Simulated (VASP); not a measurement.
The system is RbBr.

```
Rb Br
1.0
     4.12608    0.00000    0.00000
     0.00000    4.12608    0.00000
     0.00000    0.00000    4.12608
Rb Br
1 1
Cartesian
  0.0000 0.0000 0.0000
  2.0630 2.0630 2.0630
```

The cell comes from a database or a generator and needn't be the stable form of this composition.

* Program: VASP 6.6.1
* Task: relaxation of cell and atoms
* Functional: PBE
* Potentials or basis: VASP PAW PBE potentials, release 64 (Rb_sv, Br)
* Cutoff: 600 eV
* k mesh: 6 × 6 × 6
* Occupations: fermi-dirac, width 0.02 eV
* Spin: no spin polarisation

At the start: pressure 0.8 GPa; volume 35.12 Å³/atom.

Q: Where does the relaxation end?

A: Over 4 steps the energy falls by 4.7 meV/atom and the volume is 37.04 Å³/atom (+5.5 %); space group Pm-3m (No. 221, to 0.05 Å).

Step by step:
| step | energy change (eV) | largest force (eV/Å) | pressure (GPa) | volume (Å³) |
| --- | --- | --- | --- | --- |
| 1 | 0.0000 | 0.0000 | 0.84 | 70.24 |
| 2 | -0.0072 | 0.0000 | 0.39 | 72.13 |
| 3 | -0.0094 | 0.0000 | -0.05 | 74.35 |
| 4 | -0.0095 | 0.0000 | 0.00 | 74.07 |

Final structure:
```xyz
2
Lattice="4.1997 0.0000 0.0000 0.0000 4.1997 0.0000 0.0000 0.0000 4.1997" Properties=species:S:1:pos:R:3 pbc="T T T"
Rb    0.0000    0.0000    0.0000
Br    2.0999    2.0999    2.0999
```
